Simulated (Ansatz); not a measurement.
Input and command of a calculation in Ansatz (plane waves; scalar-relativistic PAW potentials unless the input names others):

```yaml
crystal:
  lattice:
    - [0.0, 2.8008749607, 3.0163268808]
    - [2.8008749607, 0.0, 3.0163268808]
    - [2.8008749607, 2.8008749607, 0.0]
  atoms:
    - { symbol: Ga, position: [0.0, 0.0, 0.0] }
    - { symbol: As, position: [0.75, 0.75, 0.75] }
basis:
  ecutwfc: "300 eV"
  xc_grid: 1
kpoints:
  mp_grid: { grid: [10, 10, 10] }
hamiltonian:
  xc: pbe
scf:
  occupations: { method: gaussian, width: 0.03 }
output:
  forces: true
  eigenvalues: true
  stress: true
```

```bash
ansatz run input.yaml --threads 2 --pin off --max-ram 5120MiB --backend cpu --events-out ev --progress --plain --runs-dir out
```

Abridged log:
```
Warning: basis.ecutwfc = 300 eV is below the records' recommended 420 eV, and the density's cutoff is lower with it unless basis.ecutrho_ratio is high enough to keep the records' density cutoff: compare with a run at a higher cutoff
Basis set: ecut = 300 eV, 549 PW (Γ)
Bands: 18, of which v1, the nominal top of the filled ones, is band 14 counted from 1 (13 counted from 0)
Symmetry: 8 space group operations
k-points: 102 of 1000 (time reversal used)
SCF iter   1: F=—  HF=-8639.648123 eV  |F-HF|=—  |Δ(HF+E_count)|=         —  Δρ=2.15e-3  dr2=2.62e-3  ethr=1.77e-3  ⟨swp⟩=6.0  Hψ=8202  notcnv=0
SCF iter   2: F=—  HF=-8639.640736 eV  |F-HF|=—  |Δ(HF+E_count)|=   7.39e-3  Δρ=2.46e-3  dr2=1.43e-3  ethr=9.34e-6  ⟨swp⟩=2.0  Hψ=4488  notcnv=0
SCF iter   3: F=—  HF=-8639.640672 eV  |F-HF|=—  |Δ(HF+E_count)|=   6.40e-5  Δρ=5.30e-4  dr2=8.00e-5  ethr=5.10e-6  ⟨swp⟩=2.0  Hψ=2565  notcnv=0
SCF iter   4: F=—  HF=-8639.640674 eV  |F-HF|=—  |Δ(HF+E_count)|=   1.62e-6  Δρ=2.37e-4  dr2=3.02e-5  ethr=2.86e-7  ⟨swp⟩=2.0  Hψ=2755  notcnv=0
SCF iter   5: F=—  HF=-8639.640660 eV  |F-HF|=—  |Δ(HF+E_count)|=   1.39e-5  Δρ=3.56e-5  dr2=5.89e-7  ethr=1.08e-7  ⟨swp⟩=2.0  Hψ=2767  notcnv=0
SCF iter   6: F=-8639.640660 eV  HF=-8639.640660 eV  |F-HF|=4.73e-8  |Δ(HF+E_count)|=   3.00e-7  Δρ=8.89e-6  dr2=1.92e-8  ethr=3.57e-10  ⟨swp⟩=5.0  Hψ=8220  notcnv=0
SCF 1 converged in 6 iterations: F = -8639.640660 eV  dr2 = 1.92e-8
SCF converged after 6 iterations
Free energy (F): -8639.640660 eV
Harris-Foulkes:  -8639.640660 eV  (|F-HF|=4.73e-8)
Internal energy: -8639.640622 eV  (E = F + TS)
E sigma→0 (E₀):  -8639.640641 eV
Entropy (-TS):   -0.000038 eV (-0.019 meV/atom)
Fermi energy:    7.718642 eV
--- Forces (eV/Å), atoms counted from 1 ---
  atom   1  Ga     0.00000000     0.00000000     0.00000000
  atom   2  As     0.00000000     0.00000000     0.00000000
--- Stress (GPa, compression-positive) ---
        1.737528       0.000000       0.000000
        0.000000       1.737528       0.000000
        0.000000       0.000000      -3.108643
  P = ⅓ Tr σ = 0.1221 GPa (1.221 kbar)
```

Apart from outputs and empty bands, the input differs from a reference run on usual settings in basis.ecutwfc: 420 → "300 eV"; basis.xc_grid: not typed → 1. The reference, at the same geometry, gave pressure 0.10 GPa, largest force 0.000 eV/Å, no gap on the mesh. This run converged in 6 SCF iterations (reference: 6) with an energy at zero smearing 92.43 meV/atom above the reference's, pressure 0.12 GPa, largest force 0.000 eV/Å, no gap on the mesh. Its cutoff is looser than usual, and the result moved.

Time: 4.5 s on 2 threads of Intel(R) Xeon(R) Processor @ 2.50GHz (Skylake/Cascade Lake), with other jobs on the host, peak memory 0.38 GiB.